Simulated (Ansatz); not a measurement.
# TiSi2 in Ansatz: the effect of functional

The system is TiSi2.

```xyz
3
Lattice="-1.5018 1.7457 4.2947 1.5018 -1.7457 4.2947 1.5018 1.7457 -4.2947" Properties=species:S:1:pos:R:3 pbc="T T T"
Ti    0.0000    0.0000    0.0000
Si    0.0000    0.0000    5.7556
Si    0.0000    0.0000    2.8338
```

The cell comes from a database or a generator and needn't be the stable form of this composition.

The cell isn't the ideal one: volume scaled by 1.06.

Alike in all runs:

| Property | Result |
| --- | --- |
| Program | Ansatz 0.2.0 |
| Task | single point |
| Potentials or basis | Ansatz PAW |
| k mesh | 12 × 12 × 12 |
| Occupations | fermi-dirac, width 0.05 eV |
| Spin | no spin polarisation |

| functional | cutoff | pressure (GPa) | largest force (eV/Å) |
| --- | --- | --- | --- |
| LDA | 420 eV (not typed: the program's choice for these potentials) | -13.0 | 0.16 |
| PBEsol | 420 eV (not typed: the program's choice for these potentials) | ? | ? |
| r2SCAN | 500 eV (not typed: the program's choice for these potentials) | -9.3 | 0.01 |

Q: What does the run with functional PBEsol give?

A: Pressure -10.5 GPa; largest force 0.11 eV/Å.

Caveats: the PAW data sets come from PBE, with cores solved anew for the run's functional, which leaves a small shift of forces and pressure.

Runs at the PBE level aren't shown here.
